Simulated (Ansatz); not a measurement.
**How SnO$_{2}$ answers to pressure**

```
Sn O
1.0
     4.73735    0.00000    0.00000
     0.00000    4.73735    0.00000
     0.00000    0.00000    3.18640
Sn O
2 4
Direct
  0.00000 0.00000 0.00000
  0.50000 0.50000 0.50000
  0.30562 0.30562 0.00000
  0.19438 0.80562 0.50000
  0.69438 0.69438 0.00000
  0.80562 0.19438 0.50000
```

The cell comes from COD entry 2101853, which wasn't checked; take it as a given geometry.

Spin–orbit coupling is left out, though it moves levels of the heavy atoms by tenths of an eV or more.

The calculation used Ansatz 0.2.0, DFT, PBE, all-electron LAPW, scalar-relativistic.

Numerical set-up: a Γ-centred 4×4×6 k mesh, Fermi–Dirac smearing of 0.03 eV, basis error target 1 meV/atom, no spin polarisation.

The cell is scaled evenly with fractional coordinates held. Semilocal gaps are too small, but their slopes carry over better.

```json
{"V/V(cell)": "0.9400", "P (GPa)": "27.28", "gap on the k mesh (eV)": "2.007"}
{"V/V(cell)": "0.9600", "P (GPa)": "21.15", "gap on the k mesh (eV)": "1.745"}
{"V/V(cell)": "0.9800", "P (GPa)": "15.66", "gap on the k mesh (eV)": "1.495"}
{"V/V(cell)": "0.9900", "P (GPa)": "13.14", "gap on the k mesh (eV)": "1.374"}
{"V/V(cell)": "1.0000", "P (GPa)": "10.75", "gap on the k mesh (eV)": "1.256"}
{"V/V(cell)": "1.0100", "P (GPa)": "8.48", "gap on the k mesh (eV)": "1.141"}
{"V/V(cell)": "1.0200", "P (GPa)": "6.34", "gap on the k mesh (eV)": "1.028"}
{"V/V(cell)": "1.0400", "P (GPa)": "2.41", "gap on the k mesh (eV)": "0.810"}
```

**Question.** From the rows at 0.9900 and 1.0100, what is the bulk modulus at the cell's volume?

**Answer.** B = −ΔP/Δln V = −[(8.48) − (13.14)]/0.02000 = 233.0 GPa. This is the modulus at 10.75 GPa, not at zero pressure.

**Question.** What are the gap's volume deformation potential and pressure coefficient?

**Answer.** dEg/dln V = (1.141 − 1.374)/0.02000 = -11.65 eV, and dEg/dP = −(dEg/dln V)/B = 50 meV/GPa: pressure widens the gap.

**Question.** Predict the row at V/V(cell) = 1.0600. How far is a linear estimate of P off?

**Answer.** P = -1.12 GPa, gap 0.603 eV. The linear estimate P(cell) − B ln(V/V(cell)) = -2.83 GPa misses by 1.71 GPa, since the modulus falls on expansion.
